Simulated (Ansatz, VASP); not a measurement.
## Two plane-wave programs on NaI

```
Na I
1.0
     0.00000    3.26309    3.26309
     3.26309    0.00000    3.26309
     3.26309    3.26309    0.00000
Na I
1 1
Cartesian
  0.0000 0.0000 0.0000
  3.2631 3.2631 3.2631
```

Alike in both runs: functional PBE; k mesh 6 × 6 × 6; occupations gaussian, width 0.02 eV; no spin polarisation.

Ansatz relaxed the structure, and its values are those at the end. VASP's run is a single point on that final structure, the one shown.

|  | VASP | Ansatz |
| --- | --- | --- |
| version | VASP 6.6.1 | Ansatz 0.2.0 |
| potentials or method | VASP PAW PBE potentials, release 64 (Na_pv, I) | scalar-relativistic, plane waves, PAW |
| plane-wave cutoff (eV) | 520 | 420 |
| valence electrons in the cell | 14 | 26 |

|  | VASP | Ansatz | Ansatz less VASP |
| --- | --- | --- | --- |
| gap on the k mesh at the Fermi level (eV) | 3.58 | 3.58 | +0.003 |
| least direct gap on the mesh (eV) | 3.58 | 3.58 | +0.003 |
| pressure (GPa) | 0.0 | 0.0 | -0.01 |

The two sets of potentials don't hold the same shells in valence.

Caveats: spin-orbit coupling is left out, which moves the levels of the heavy elements. As with any semilocal functional, this PBE gap is likely too small.
